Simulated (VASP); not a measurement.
In under changes of volume

One of the cells (24.645 Å³/atom); the others are scaled copies at fixed shape and fractional positions:

```xyz
1
Lattice="-1.6308 1.6308 2.3167 1.6308 -1.6308 2.3167 1.6308 1.6308 -2.3167" Properties=species:S:1:pos:R:3 pbc="T T T"
In    1.6308   -1.6308    2.3167
```

| Quantity | Value |
| --- | --- |
| Program | VASP 6.6.1 |
| Functional | LDA |
| Potentials or basis | VASP PAW LDA potentials, release 64 (In_d) |
| Cutoff | 520 eV |
| k mesh | 10 × 10 × 10 |
| Occupations | fermi-dirac, width 0.05 eV |
| Spin | no spin polarisation |

```tsv
volume (Å³/atom)	energy over the lowest point (meV/atom)	pressure (GPa)
23.660	?	?
24.152	1.75	1.0
24.645	0.00	0.0
25.138	1.48	-1.0
25.631	5.81	-1.9
```

**Question.** What does the run at 23.660 Å³/atom give?

**Answer.** Energy over the lowest point 7.15 meV/atom; pressure 2.4 GPa.

Worked out: A Birch-Murnaghan fit of order 2 (a polynomial in V^(-2/3)) to the other rows has its minimum at 24.66 Å³/atom with B0 = V·E''(V) = 52 GPa at fixed shape and positions, which overstates the stiffness. It gives 7.00 meV/atom at 23.660 Å³/atom, against the run's 7.15, and -dE/dV = 2.3 GPa, against 2.4.

Energies are extrapolated to zero smearing.
